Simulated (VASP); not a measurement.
# BaTe (P1) in VASP: single point with r2SCAN

Aim: the single point of BaTe with r2SCAN.

Program: VASP 6.6.1. These are calculated values, not measurements. Logs are shortened: lines on timing, memory, paths and dates and some standing lists are left out, and cuts for length are marked.

**1. The crystal as given**

The typed cell holds 4 atoms: a = 8.193 Å, b = 4.706 Å, c = 4.659 Å, α = 60.09°, β = 72.83°, γ = 89.47°.

The cell was built by a generator and needn't be a form met in nature.

**2. Single point, r2SCAN**

Contents of POSCAR:

```
BaTe
1.0
   -3.3254510300      6.6824725500      3.3789423400
    3.3034935500      0.0027482800      3.3514873200
    3.2817649400      3.3071542900      0.0244768900
Ba Te
2 2
Direct
    0.0058200000      0.0118250000      0.9874400000
    0.4978620000      0.4889510000      0.9972820000
    0.2477490000      0.7499350000      0.4905440000
    0.7585740000      0.2692220000      0.5004930000
```

Contents of INCAR.step1:

```
SYSTEM = BaTe
PREC = Accurate
ENCUT = 520
ISMEAR = -1
SIGMA = 0.1
LREAL = .False.
LASPH = .True.
NELM = 100
NBANDS = 24
GGA = PE
ALGO = Normal
EDIFF = 1E-4
LWAVE = .True.
LCHARG = .False.
```

Contents of INCAR.step2:

```
SYSTEM = BaTe
PREC = Accurate
ENCUT = 520
EDIFF = 1E-7
ISMEAR = -1
SIGMA = 0.1
LREAL = .False.
LASPH = .True.
NELM = 100
ALGO = Normal
ISIF = 2
LWAVE = .False.
LCHARG = .True.
METAGGA = R2SCAN
LMIXTAU = .True.
LELF = .True.
LVHAR = .True.
NBANDS = 24
ISTART = 1
```

Contents of KPOINTS:

```
Automatic mesh
0
Gamma
  3 5 5
  0 0.5 0.5
```

Potentials or basis: VASP PAW PBE potentials, release 64 (Ba_sv, Te).

The run is started by

```
$ cat potpaw_PBE.64/Ba_sv/POTCAR potpaw_PBE.64/Te/POTCAR > POTCAR
$ cp INCAR.step1 INCAR
$ mpirun -np 1 vasp_std > vasp.out
$ cp INCAR.step2 INCAR
$ mpirun -np 1 vasp_std > vasp.out
```

OUTCAR:

```text
SYSTEM = BaTe
   PREC = Accurate
   ENCUT = 520
   EDIFF = 1E-7
   ISMEAR = -1
   LREAL = .False.
   LASPH = .True.
   NELM = 100
   ISIF = 2
   METAGGA = R2SCAN
   ISTART = 1

 ion  position               nearest neighbor table
   1  0.006  0.012  0.987-   4 3.26   3 3.28   3 3.28   3 3.30   4 3.31   4 3.36   2 4.63   2 4.66
                             2 4.70   2 4.71
   2  0.498  0.489  0.997-   4 3.23   3 3.31   3 3.31   3 3.35   4 3.41   4 3.49   1 4.63   1 4.66
                             1 4.70   1 4.71
   3  0.248  0.750  0.491-   1 3.28   1 3.28   1 3.30   2 3.31   2 3.31   2 3.35
   4  0.759  0.269  0.500-   2 3.23   1 3.26   1 3.31   1 3.36   2 3.41   2 3.49

  LATTYP: Found a triclinic cell.
 ALAT       =     4.7059052736
 B/A-ratio  =     0.9964495343
 C/A-ratio  =     1.7302755423
 COS(alpha) =     0.0035788217
 COS(beta)  =     0.2759851734
 COS(gamma) =     0.5081422082

  Lattice vectors:

 A1 = (   3.3034935500,   0.0027482800,   3.3514873200)
 A2 = (   0.0217286100,  -3.3044060100,   3.3270104300)
 A3 = (   6.6072159700,  -3.3753182600,  -3.3544654500)

Analysis of symmetry for initial positions (statically):
=====================================================================
 Subroutine PRICEL returns:
 Original cell was already a primitive cell.

 Routine SETGRP: Setting up the symmetry group for a
 triclinic supercell.

 Subroutine GETGRP returns: Found  1 space group operations
 (whereof  1 operations were pure point group operations)
 out of a pool of  2 trial point group operations.

The static configuration has the point symmetry C_1 .

Analysis of symmetry for dynamics (positions and initial velocities):
=====================================================================
 Subroutine PRICEL returns:
 Original cell was already a primitive cell.

 Routine SETGRP: Setting up the symmetry group for a
 triclinic supercell.

 Subroutine GETGRP returns: Found  1 space group operations
 (whereof  1 operations were pure point group operations)
 out of a pool of  2 trial point group operations.

The dynamic configuration has the point symmetry C_1 .

 Subroutine INISYM returns: Found  1 space group operations
 (whereof  1 operations are pure point group operations),
 and found     1 'primitive' translations

----------------------------------------------------------------------------------------

                                     Primitive cell

  volume of cell :     146.7025

  direct lattice vectors                    reciprocal lattice vectors
    -3.325451030  6.682472550  3.378942340    -0.075553024  0.074422273  0.074410066
     3.303493550  0.002748280  3.351487320     0.075057457 -0.076142467  0.224454806
     3.281764940  3.307154290  0.024476890     0.152600903  0.152059572 -0.150540328

  length of vectors
     8.193370202  4.705905274  4.659168353     0.129552276  0.248618698  0.262814648

  position of ions in fractional coordinates (direct lattice)
     0.005820000  0.011825000  0.987440000
     0.497862000  0.488951000  0.997282000
     0.247749000  0.749935000  0.490544000
     0.758574000  0.269222000  0.500493000

  ion indices of the primitive-cell ions
   primitive index   ion index
                 1           1
                 2           2
                 3           3
                 4           4

----------------------------------------------------------------------------------------

 KPOINTS: Automatic mesh

Automatic generation of k-mesh.
 Grid dimensions read from file:
 generate k-points for:    3    5    5

 Generating k-lattice:

  Cartesian coordinates                     Fractional coordinates (reciprocal lattice)
    -0.025184341  0.024807424  0.024803355     0.333333333 -0.000000000  0.000000000
     0.015011491 -0.015228493  0.044890961     0.000000000  0.200000000 -0.000000000
     0.030520181  0.030411914 -0.030108066    -0.000000000 -0.000000000  0.200000000

  Length of vectors
     0.043184092  0.049723740  0.052562930

  Shift w.r.t. Gamma in fractional coordinates (k-lattice)
     0.000000000  0.500000000  0.500000000

 Subroutine IBZKPT returns following result:
 ===========================================

 Found     38 irreducible k-points:

 Following reciprocal coordinates:
            Coordinates               Weight
 -0.000000  0.100000  0.100000      2.000000
  0.333333  0.100000  0.100000      2.000000
 -0.333333  0.100000  0.100000      2.000000
 -0.000000  0.300000  0.100000      2.000000
  0.333333  0.300000  0.100000      2.000000
 -0.333333  0.300000  0.100000      2.000000
[... 16 lines left out ...]
  0.333333  0.500000  0.300000      2.000000
 -0.333333  0.500000  0.300000      2.000000
 [... further k-points ...]
   k-points           NKPTS =     38   k-points in BZ     NKDIM =     38   number of bands    NBANDS=     24
   number of dos      NEDOS =    301   number of ions     NIONS =      4
   total plane-waves  NPLWV =  82944
   dimension x,y,z NGX =    64 NGY =   36 NGZ =   36
   dimension x,y,z NGXF=   128 NGYF=   72 NGZF=   72
   ions per type =               2   2
   NGX,Y,Z   is equivalent  to a cutoff of  12.99, 12.72, 12.85 a.u.
   NGXF,Y,Z  is equivalent  to a cutoff of  25.97, 25.44, 25.69 a.u.
 SYSTEM =  BaTe
   PREC   = accura    normal or accurate (medium, high low for compatibility)
   ISTART =      1    job   : 0-new  1-cont  2-samecut
   ICHARG =      0    charge: 1-file 2-atom 10-const
   ISPIN  =      1    spin polarized calculation?
   LNONCOLLINEAR =      F non collinear calculations
   LSORBIT =      F    spin-orbit coupling
   LASPH  =      T    aspherical Exc in radial PAW
   ENCUT  =  520.0 eV  38.22 Ry    6.18 a.u.  15.23  8.75  8.66*2*pi/ulx,y,z
   NELM   =    100;   NELMIN=  2; NELMDL=  0     # of ELM steps
   EDIFF  = 0.1E-06   stopping-criterion for ELM
   LREAL  =      F    real-space projection
   EDIFFG = 0.1E-05   stopping-criterion for IOM
   NSW    =      0    number of steps for IOM
   IBRION =     -1    ionic relax: 0-MD 1-quasi-New 2-CG
   NFREE  =      0    steps in history (QN), initial steepest desc. (CG)
   ISIF   =      2    stress and relaxation
   ISYM   =      2    0-nonsym 1-usesym 2-fastsym
   POTIM  = 0.5000    time-step for ionic-motion
   TEBEG  =    0.0;   TEEND  =   0.0 temperature during run
   PSTRESS=    0.0 pullay stress
   NELECT =      32.0000    total number of electrons
   NUPDOWN=      -1.0000    fix difference up-down
   EMIN   =  10.00;   EMAX   =-10.00  energy-range for DOS
   EFERMI =   0.00;   METHOD = LEGACY
   ISMEAR =    -1;   SIGMA  =   0.10  broadening in eV -4-tet -1-fermi 0-gaus
   EFERMI_NEDOS =   21; number of points for ismear=-14 and -15
   IALGO  =     38    algorithm
   IMIX   =      4    mixing-type and parameters
     AMIX     =   0.40;   BMIX     =  1.00
     AMIX_MAG =   1.60;   BMIX_MAG =  1.00
  volume/ion in A,a.u.               =      36.68       247.50
  Fermi-wavevector in a.u.,A,eV,Ry     =   0.985475  1.862278 13.213449  0.971161
  Thomas-Fermi vector in A             =   2.116785
   LORBIT       =      0    0 simple, 1 ext, 2 COOP (PROOUT), +10 PAW based schemes
   METAGGA = R2SCAN    functional components
   LHFCALC =     F    Hartree Fock is set to
   AEXX    =    0.0000 exact exchange contribution
   IVDW    =     0    specifies the selected vdW correction
   LEPSILON=     F    determine dielectric tensor
   LRPA    =     F    only Hartree local field effects (RPA)
 non-spin polarized calculation
  energy-cutoff  :      520.00
  volume of cell :      146.70
 maximum number of plane-waves:      3967
 NGX is ok and might be reduce to    64
   NGX = 31   NGY = 17   NGZ = 17

 number of electron      32.0000000 magnetization

 Free energy of the ion-electron system (eV)
  ---------------------------------------------------
  ext. energy  EPLUGINS =         0.00000000
  ---------------------------------------------------
  free energy    TOTEN  =      -111.25089511 eV

  energy without entropy =     -111.25086231  energy(sigma->0) =     -111.25087871

 E-fermi :   3.9736     XC(G=0):  -9.3095

 val. band max:        3.0566515540   @ k =  -0.0000   0.1000   0.1000
 cond. band min:       4.8352031598   @ k =   0.3333   0.5000   0.5000
 fundamental gap:      1.7785516059
 Fermi energy:         3.9735866536

 k-point     1 :      -0.0000    0.1000    0.1000
  band No.  band energies     occupation
      1     -24.3381      2.00000
      2     -24.2007      2.00000
      3      -9.9092      2.00000
      4      -9.2096      2.00000
      5      -9.1241      2.00000
      6      -9.0743      2.00000
[... 16 lines left out ...]
     23       8.2099      0.00000
     24       8.4736      0.00000

 k-point     2 :       0.3333    0.1000    0.1000
  band No.  band energies     occupation
      1     -24.3370      2.00000
      2     -24.2019      2.00000
      3      -9.7961      2.00000
      4      -9.3504      2.00000
      5      -9.1444      2.00000
      6      -9.1282      2.00000
[... 16 lines left out ...]
     23       8.4726      0.00000
     24       8.5772      0.00000

 k-point     3 :      -0.3333    0.1000    0.1000
  band No.  band energies     occupation
      1     -24.3367      2.00000
      2     -24.2023      2.00000
      3      -9.7249      2.00000
      4      -9.4372      2.00000
      5      -9.1484      2.00000
      6      -9.1250      2.00000
[... 16 lines left out ...]
     23       8.1010      0.00000
     24       8.3802      0.00000
[... 514 lines left out ...]
 k-point    23 :       0.3333    0.5000    0.3000
  band No.  band energies     occupation
      1     -24.3165      2.00000
      2     -24.1811      2.00000
      3      -9.7902      2.00000
      4      -9.5170      2.00000
      5      -9.3285      2.00000
      6      -9.2151      2.00000
[... 16 lines left out ...]
     23       9.5263      0.00000
     24       9.7064      0.00000

 k-point    24 :      -0.3333    0.5000    0.3000
  band No.  band energies     occupation
      1     -24.3163      2.00000
      2     -24.1812      2.00000
      3      -9.7166      2.00000
      4      -9.6181      2.00000
      5      -9.2806      2.00000
      6      -9.2169      2.00000
[... 16 lines left out ...]
     23       9.4696      0.00000
     24       9.7679      0.00000

 [... further k-points ...]

------------------------ aborting loop because EDIFF is reached ----------------------------------------

  FORCE on cell =-STRESS in cart. coord.  units (eV):
  Direction    XX          YY          ZZ          XY          YZ          ZX
  --------------------------------------------------------------------------------------
  -------------------------------------------------------------------------------------
  Total        9.2414852      8.2679994      7.5482003      0.0141839     -0.1559071     -0.0903227
  in kB      100.9287291     90.2970310     82.4359119      0.1549058     -1.7027035     -0.9864381
  external PRESSURE =      91.2205573 kB  Pullay stress =       0.0000000 kB

 VOLUME and BASIS-vectors are now :
 -----------------------------------------------------------------------------
  energy-cutoff  :      520.00
  volume of cell :      146.70
      direct lattice vectors                 reciprocal lattice vectors
    -3.325451030  6.682472550  3.378942340    -0.075553024  0.074422273  0.074410066
     3.303493550  0.002748280  3.351487320     0.075057457 -0.076142467  0.224454806
     3.281764940  3.307154290  0.024476890     0.152600903  0.152059572 -0.150540328

 POSITION                                       TOTAL-FORCE (eV/Angst)
 -----------------------------------------------------------------------------------
      3.26026      3.30454      0.08347         0.196260     -0.045418     -0.201034
      3.23248      6.62646      3.34537         0.159748      0.201349      0.398508
      3.26338      3.27994      3.36253        -0.031396      0.249190      0.170271
      0.00927      6.72510      3.47772        -0.324612     -0.405121     -0.367745
 -----------------------------------------------------------------------------------
    total drift:                               -0.000258      0.000572      0.000313

  FREE ENERGIE OF THE ION-ELECTRON SYSTEM (eV)
  ---------------------------------------------------
  free  energy   TOTEN  =      -111.2508951145 eV

  energy  without entropy=     -111.2508623113  energy(sigma->0) =     -111.25087871
```

Wall time 7.8 min (1 thread of Intel Xeon Platinum 8488C (Sapphire Rapids), shared host); peak memory 0.36 GiB.

What came out:

- Free energy: -111.2509 eV
- Pressure: 9.1 GPa
- Largest force: 0.636 eV/Å
- Band gap on the k mesh: 1.78 eV

Forces on the atoms (eV/Å):
```
Ba   0.196 -0.045 -0.201
Ba   0.160  0.201  0.399
Te  -0.031  0.249  0.170
Te  -0.325 -0.405 -0.368
```

Stress tensor (GPa, compression positive):
```
10.09  0.02 -0.10
 0.02  9.03 -0.17
-0.10 -0.17  8.24
```

Levels at points of the mesh, in eV from the valence-band top:
| k point | band 14 | band 15 | band 16 | band 17 | band 18 | band 19 |
| --- | --- | --- | --- | --- | --- | --- |
| (0.00, 0.50, 0.50) | -1.01 | -0.97 | -0.74 | 2.83 | 3.14 | 5.94 |

Caveat: the PAW data sets were made with another functional, which shifts forces and pressure a little; spin-orbit coupling is left out, which moves the levels of the heavy elements.
